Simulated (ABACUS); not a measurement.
# BaTiO3 (R3m) in ABACUS: a series of runs

The runs below take BaTiO3 through band structure, equation of state, with r2SCAN, LDA.

Program: ABACUS 3.10.1. These are calculated values, not measurements. Logs are shortened: lines on timing, memory, paths and dates and some standing lists are left out, and cuts for length are marked.

**1. The crystal as given**

It takes space group R3m (No. 160, trigonal). The conventional cell has a = 5.655 Å, b = 5.655 Å, c = 6.955 Å, α = 90.00°, β = 90.00°, γ = 120.00°. Ba (site symmetry 3m) has 12 O at 2.79 to 2.89 Å as nearest neighbours. Around Ti (site symmetry 3m) lie 6 O at 1.87 to 2.14 Å. O (site symmetry m) has 2 Ti at 1.87 to 2.14 Å as nearest neighbours.

**2. Band structure, r2SCAN**

Contents of INPUT:

```
INPUT_PARAMETERS
suffix              BaTiO3
calculation         nscf
basis_type          pw
pseudo_dir          ./
symmetry            -1
dft_functional      MGGA_X_R2SCAN+MGGA_C_R2SCAN
ecutwfc             97.0
pseudo_rcut         7
nspin               1
nbands              30
ks_solver           dav
smearing_method     fd
smearing_sigma      0.00367493
scf_thr             1e-08
scf_nmax            100
mixing_type         broyden
mixing_beta         0.7
mixing_tau          1
init_chg            file
pw_diag_thr         1e-07
out_band            1
kpar                4
```

Contents of STRU:

```
ATOMIC_SPECIES
Ba 137.3270 Ba_ONCV_PBE-1.2.upf
Ti 47.8670 Ti_ONCV_PBE-1.2.upf
O 15.9990 O_ONCV_PBE-1.2.upf

LATTICE_CONSTANT
1.8897261246

LATTICE_VECTORS
4.0042000000 0.0000000000 0.0000000000
0.0113914799 4.0041837963 0.0000000000
0.0113914799 0.0113591184 4.0041676844

ATOMIC_POSITIONS
Direct

Ba
0.0
1
0.0000000000 0.0000000000 0.0000000000 1 1 1

Ti
0.0
1
0.4845000000 0.4845000000 0.4845000000 1 1 1

O
0.0
3
0.5086000000 0.0175000000 0.5086000000 1 1 1
0.0175000000 0.5086000000 0.5086000000 1 1 1
0.5086000000 0.5086000000 0.0175000000 1 1 1
```

Contents of KPT:

```
K_POINTS
13
Line
0.00000000 0.00000000 0.00000000 6 // G
0.50000000 0.00000000 0.00000000 6 // L
0.50000000 0.49717121 -0.49717121 1 // B1
0.50282879 0.50000000 0.49717121 6 // B
0.50000000 0.50000000 0.50000000 6 // Z
0.00000000 0.00000000 0.00000000 6 // G
0.49858561 0.00000000 -0.49858561 1 // X
0.50141439 0.49858561 0.00000000 6 // Q
0.50000000 0.50000000 0.00000000 6 // F
0.50141439 0.50141439 0.49717121 6 // P1
0.50000000 0.50000000 0.50000000 1 // Z
0.50000000 0.00000000 0.00000000 6 // L
0.50282879 0.49858561 0.49858561 1 // P
```

Potentials or basis: SG15 ONCV 1.2 PBE, plane waves.

On the command line:

```
$ OMP_NUM_THREADS=1 mpirun -np 4 abacus > log
```

running log:

```text
ABACUS v3.10.1

               Atomic-orbital Based Ab-initio Computation at UStc

 ------------------------------------------------------------------------------------

 READING GENERAL INFORMATION
                           global_out_dir = OUT.BaTiO3/
                           global_in_card = INPUT
                               pseudo_dir = ./
                              orbital_dir =
                                    DSIZE = 4
                                    GSIZE = 1

 READING UNITCELL INFORMATION
                                    ntype = 3
                  lattice constant (Bohr) = 1.88973
              lattice constant (Angstrom) = 1

 READING ATOM TYPE 1
                               atom label = Ba
                      L=0, number of zeta = 1
                      L=1, number of zeta = 1
                      L=2, number of zeta = 1
             number of atom for this type = 1

 READING ATOM TYPE 2
                               atom label = Ti
                      L=0, number of zeta = 1
                      L=1, number of zeta = 1
                      L=2, number of zeta = 1
             number of atom for this type = 1

 READING ATOM TYPE 3
                               atom label = O
                      L=0, number of zeta = 1
                      L=1, number of zeta = 1
                      L=2, number of zeta = 1
             number of atom for this type = 3

                        TOTAL ATOM NUMBER = 5
DIRECT COORDINATES
    atom                   x                   y                   z     mag                  vx                  vy                  vz
taud_Ba1            0.0000000000        0.0000000000        0.0000000000  0.0000        0.0000000000        0.0000000000        0.0000000000
taud_Ti1            0.4845000000        0.4845000000        0.4845000000  0.0000        0.0000000000        0.0000000000        0.0000000000
taud_O1            0.5086000000        0.0175000000        0.5086000000  0.0000        0.0000000000        0.0000000000        0.0000000000
taud_O2            0.0175000000        0.5086000000        0.5086000000  0.0000        0.0000000000        0.0000000000        0.0000000000
taud_O3            0.5086000000        0.5086000000        0.0175000000  0.0000        0.0000000000        0.0000000000        0.0000000000

                          Volume (Bohr^3) = 433.25
                             Volume (A^3) = 64.201

 Lattice vectors: (Cartesian coordinate: in unit of a_0)
              +4.0042                  +0                  +0
           +0.0113915            +4.00418                  +0
           +0.0113915          +0.0113591            +4.00417
 Reciprocal vectors: (Cartesian coordinate: in unit of 2 pi/a_0)
            +0.249738        -0.000710478        -0.000708465
                   -0           +0.249739        -0.000708465
                   +0                  -0            +0.24974
 The esolver type has been set to : ksdft_pw

                PAO radial cut off (Bohr) = 7

 Read in pseudopotential file is Ba_ONCV_PBE-1.2.upf
                     pseudopotential type = NC
          exchange-correlation functional = PBE
                 nonlocal core correction = 0
                        valence electrons = 10
                                     lmax = 3
                           number of zeta = 0
                     number of projectors = 8
                           L of projector = 0
                           L of projector = 0
                           L of projector = 1
                           L of projector = 1
                           L of projector = 2
                           L of projector = 2
                           L of projector = 3
                           L of projector = 3
 XC functional updated to : MGGA_X_R2SCAN+MGGA_C_R2SCAN
          exchange-correlation functional = MGGA_X_R2SCAN+MGGA_C_R2SCAN
                PAO radial cut off (Bohr) = 7

 Read in pseudopotential file is Ti_ONCV_PBE-1.2.upf
                     pseudopotential type = NC
          exchange-correlation functional = PBE
                 nonlocal core correction = 0
                        valence electrons = 12
                                     lmax = 2
                           number of zeta = 0
[... 5 lines left out ...]
                           L of projector = 2
                           L of projector = 2
 XC functional updated to : MGGA_X_R2SCAN+MGGA_C_R2SCAN
          exchange-correlation functional = MGGA_X_R2SCAN+MGGA_C_R2SCAN
                PAO radial cut off (Bohr) = 7

 Read in pseudopotential file is O_ONCV_PBE-1.2.upf
                     pseudopotential type = NC
          exchange-correlation functional = PBE
                 nonlocal core correction = 0
                        valence electrons = 6
                                     lmax = 1
                           number of zeta = 0
                     number of projectors = 4
                           L of projector = 0
                           L of projector = 0
                           L of projector = 1
                           L of projector = 1
 XC functional updated to : MGGA_X_R2SCAN+MGGA_C_R2SCAN
          exchange-correlation functional = MGGA_X_R2SCAN+MGGA_C_R2SCAN
     initial pseudo atomic orbital number = 0

 SETUP THE ELECTRONS NUMBER
            electron number of element Ba = 10
      total electron number of element Ba = 10
            electron number of element Ti = 12
      total electron number of element Ti = 12
             electron number of element O = 6
       total electron number of element O = 18
            AUTOSET number of electrons:  = 40
                           occupied bands = 20
                                   NBANDS = 30
                                   NLOCAL = 45

%%%%%%%%%%%%%%%%%%%%%%%%%%%%%%%%%%%%%%%%%%%%%%%%%%%%%%%%%%%%%%%%%%%%%%%%%%%%%%%%%%%%%%%%%%%%%%%%%%%%%%%%%%
 Warning: the number of valence electrons in pseudopotential > 2 for Ba: [Xe] 6s2
 Warning: the number of valence electrons in pseudopotential > 4 for Ti: [Ar] 3d2 4s2
 Pseudopotentials with additional electrons can yield (more) accurate outcomes, but may be less efficient.
 If you're confident that your chosen pseudopotential is appropriate, you can safely ignore this warning.
%%%%%%%%%%%%%%%%%%%%%%%%%%%%%%%%%%%%%%%%%%%%%%%%%%%%%%%%%%%%%%%%%%%%%%%%%%%%%%%%%%%%%%%%%%%%%%%%%%%%%%%%%%

 SETUP THE PLANE WAVE BASIS
 energy cutoff for charge/potential (unit:Ry) = 388
            fft grid for charge/potential = [ 48, 48, 48 ]
                        fft grid division = [ 1, 1, 1 ]
        big fft grid for charge/potential = [ 48, 48, 48 ]
                                     nbxx = 110592
                                     nrxx = 110592

 SETUP PLANE WAVES FOR CHARGE/POTENTIAL
                    number of plane waves = 55875
                         number of sticks = 1761

 PARALLEL PW FOR CHARGE/POTENTIAL
     PROC   COLUMNS(POT)             PW
        1           1761          55875
 --------------- sum -------------------
        1           1761          55875
                            number of |g| = 3671
                                  max |g| = 35.0968
                                  min |g| = 0

----------- Double Check Mixing Parameters Begin ------------
mixing_type: broyden
mixing_beta: 0.7
mixing_gg0: 1
mixing_gg0_min: 0.1
mixing_ndim: 8
----------- Double Check Mixing Parameters End ------------

 SETUP K-POINTS
                                    nspin = 1
                                   nkstot = 58
K-POINTS DIRECT COORDINATES
 KPOINTS    DIRECT_X    DIRECT_Y    DIRECT_Z  WEIGHT
       1  0.00000000  0.00000000  0.00000000  1.0000
       2  0.08333333  0.00000000  0.00000000  1.0000
       3  0.16666667  0.00000000  0.00000000  1.0000
       4  0.25000000  0.00000000  0.00000000  1.0000
       5  0.33333333  0.00000000  0.00000000  1.0000
       6  0.41666667  0.00000000  0.00000000  1.0000
[... 22 lines left out ...]
      29  0.24929281  0.00000000 -0.24929281  1.0000
      30  0.33239041  0.00000000 -0.33239041  1.0000
[... 28 further k points ...]

           k-point number in this process = 15
       minimum distributed K point number = 14

[... K-POINTS CARTESIAN COORDINATES: 15 rows ...]

[... K-POINTS DIRECT COORDINATES: 15 rows ...]

 SETUP PLANE WAVES FOR WAVE FUNCTIONS
     energy cutoff for wavefunc (unit:Ry) = 97
              fft grid for wave functions = [ 48, 48, 48 ]
                    number of plane waves = 8631
                         number of sticks = 507

 PARALLEL PW FOR WAVE FUNCTIONS
     PROC   COLUMNS(POT)             PW
        1            507           8631
 --------------- sum -------------------
        1            507           8631

 SETUP NONLOCAL PSEUDOPOTENTIALS IN PLANE WAVE BASIS
 Ba non-local projectors:
 projector 1 L=0
 projector 2 L=0
 projector 3 L=1
 projector 4 L=1
 projector 5 L=2
 projector 6 L=2
 projector 7 L=3
 projector 8 L=3
 Ti non-local projectors:
 projector 1 L=0
 projector 2 L=0
 projector 3 L=1
 projector 4 L=1
 projector 5 L=2
 projector 6 L=2
 O non-local projectors:
 projector 1 L=0
 projector 2 L=0
 projector 3 L=1
 projector 4 L=1
      TOTAL NUMBER OF NONLOCAL PROJECTORS = 74

 Init Non-Local PseudoPotential table :
 Init Non-Local-Pseudopotential done.

                                     npwx = 7006

 -------------------------------------------
 NONSELF-CONSISTENT
 -------------------------------------------
                                 init_chg = file
 try to read charge from file
 Read in the charge density: OUT.BaTiO3//BaTiO3-CHARGE-DENSITY.restart
 try to read kinetic energy density from file
 Read in the kinetic energy density: OUT.BaTiO3//BaTiO3-TAU-DENSITY.restart

 PW ALGORITHM --------------- ION=   1  ELEC=   1--------------------------------

 k(1/58) Iter steps (avg)=24 threshold=1e-07

 k(2/58) Iter steps (avg)=22 threshold=1e-07
 k(3/58) Iter steps (avg)=23 threshold=1e-07
 k(4/58) Iter steps (avg)=23 threshold=1e-07
 k(5/58) Iter steps (avg)=22 threshold=1e-07
 k(6/58) Iter steps (avg)=21 threshold=1e-07
 k(7/58) Iter steps (avg)=21 threshold=1e-07
 k(8/58) Iter steps (avg)=20 threshold=1e-07
 k(9/58) Iter steps (avg)=20 threshold=1e-07
 k(10/58) Iter steps (avg)=21 threshold=1e-07
 k(11/58) Iter steps (avg)=20 threshold=1e-07
 k(12/58) Iter steps (avg)=20 threshold=1e-07
 k(13/58) Iter steps (avg)=20 threshold=1e-07
 k(14/58) Iter steps (avg)=21 threshold=1e-07
 k(15/58) Iter steps (avg)=21 threshold=1e-07
[... levels at 15 k points of this process ...]

 Density error is 0.00000000000
                          Error Threshold = 1.00000000000e-07
----------------------------------------------------------
     Energy           Rydberg                 eV
----------------------------------------------------------
 E_KohnSham     -263.5701610907      -3586.0560136114
 E_KS(sigma->0) -263.5701610907      -3586.0560136113
 E_Harris       -263.5701610907      -3586.0560136114
 E_band         -13.0217698239       -177.1702676494
 E_one_elec     -73.4168214736       -998.8871010890
 E_Hartree      59.6193690620        811.1631304082
 E_xc           -43.2993112167       -589.1173520220
 E_Ewald        -206.4733974625      -2809.2146909085
 E_entropy(-TS) -0.0000000000        -0.0000000001
 E_descf        0.0000000000         0.0000000000
 E_exx          0.0000000000         0.0000000000
 E_Fermi        0.8647326397         11.7652911464
----------------------------------------------------------

 charge density convergence is achieved
 final etot is -3586.0560136 eV
 EFERMI = 11.765291146 eV

 STATE ENERGY(eV) AND OCCUPATIONS    NSPIN == 1
 1/15 kpoint (Cartesian) = 0.0000 0.0000 0.0000 (7003 pws)
       1       -48.9751      0.0344828
       2       -23.9977      0.0344828
       3       -23.9975      0.0344828
       4       -23.9975      0.0344828
       5       -15.5367      0.0344828
       6       -8.02073      0.0344828
[... 22 lines left out ...]
      29        19.3293    6.88337e-68
      30        19.3293    6.88337e-68

 2/15 kpoint (Cartesian) = 0.020811 -5.9206e-05 -5.9039e-05 (7006 pws)
       1       -48.9751      0.0344828
       2       -24.0015      0.0344828
       3       -23.9974      0.0344828
       4       -23.9974      0.0344828
       5       -15.5284      0.0344828
       6       -8.02163      0.0344828
[... 22 lines left out ...]
      29        19.3109    9.94173e-68
      30        19.4092    1.39158e-68

 3/15 kpoint (Cartesian) = 0.041623 -0.00011841 -0.00011808 (6988 pws)
       1       -48.9749      0.0344828
       2       -24.0120      0.0344828
       3       -23.9971      0.0344828
       4       -23.9970      0.0344828
       5       -15.5057      0.0344828
       6       -8.03707      0.0344828
[... 22 lines left out ...]
      29        19.2515    3.25979e-67
      30        19.6265    1.80356e-70

 4/15 kpoint (Cartesian) = 0.062434 -0.00017762 -0.00017712 (6986 pws)
       1       -48.9746      0.0344828
       2       -24.0263      0.0344828
       3       -23.9965      0.0344828
       4       -23.9965      0.0344828
       5       -15.4742      0.0344828
       6       -8.08342      0.0344828
[... 22 lines left out ...]
      29        19.5365    1.09183e-69
      30        19.9207    5.02006e-73

 5/15 kpoint (Cartesian) = 0.083246 -0.00023683 -0.00023615 (6993 pws)
       1       -48.9744      0.0344828
       2       -24.0405      0.0344828
       3       -23.9960      0.0344828
       4       -23.9960      0.0344828
       5       -15.4423      0.0344828
       6       -8.14912      0.0344828
[... 22 lines left out ...]
      29        20.1185    9.61347e-75
      30        20.2113    1.50023e-75

 6/15 kpoint (Cartesian) = 0.10406 -0.00029603 -0.00029519 (6981 pws)
       1       -48.9742      0.0344828
       2       -24.0509      0.0344828
       3       -23.9957      0.0344828
       4       -23.9956      0.0344828
       5       -15.4186      0.0344828
       6       -8.20462      0.0344828
[... 22 lines left out ...]
      29        20.3584    7.92605e-77
      30        20.4210    2.26445e-77

[... levels at 9 further k points ...]

 --------------------------------------------
 !FINAL_ETOT_IS -3586.056013611380 eV
 --------------------------------------------

 Output bands in file: OUT.BaTiO3/BANDS_1.dat
```

Run time: 2.2 min. Hardware: 4 MPI ranks of Intel Xeon Platinum 8175M at 2.50GHz (Skylake/Cascade Lake), shared host; peak memory 0.8 GiB.

Results:

* Band gap along the path: 2.91 eV, indirect (least direct gap 3.28 eV)

Levels at the corners of the path, in eV from the Fermi level:
| point | band 18 | band 19 | band 20 | band 21 | band 22 | band 23 |
| --- | --- | --- | --- | --- | --- | --- |
| Γ | -2.30 | -2.19 | -2.19 | 1.09 | 1.09 | 1.22 |
| L | -3.42 | -2.77 | -2.66 | 1.25 | 2.51 | 2.62 |
| B1 | -1.83 | -1.83 | -1.81 | 3.09 | 3.25 | 3.25 |
| B | -1.83 | -1.83 | -1.81 | 3.09 | 3.25 | 3.25 |
| Z | -1.83 | -1.83 | -1.81 | 3.09 | 3.25 | 3.25 |
| Γ | -2.30 | -2.19 | -2.19 | 1.09 | 1.09 | 1.22 |
| X | -2.70 | -2.65 | -1.87 | 2.60 | 2.60 | 2.98 |
| Q | -2.70 | -2.65 | -1.87 | 2.60 | 2.60 | 2.98 |
| F | -2.70 | -2.65 | -1.87 | 2.60 | 2.60 | 2.98 |
| P1 | -1.83 | -1.83 | -1.81 | 3.09 | 3.25 | 3.25 |
| Z | -1.83 | -1.83 | -1.81 | 3.09 | 3.25 | 3.25 |
| L | -3.42 | -2.77 | -2.66 | 1.25 | 2.51 | 2.62 |
| P | -1.83 | -1.83 | -1.81 | 3.09 | 3.25 | 3.25 |

Caveat: the density is read from an earlier self-consistent run, whose mesh may be coarse; spin-orbit coupling is left out, which moves the levels of the heavy elements.

(Part 1 of 2 ends here.)
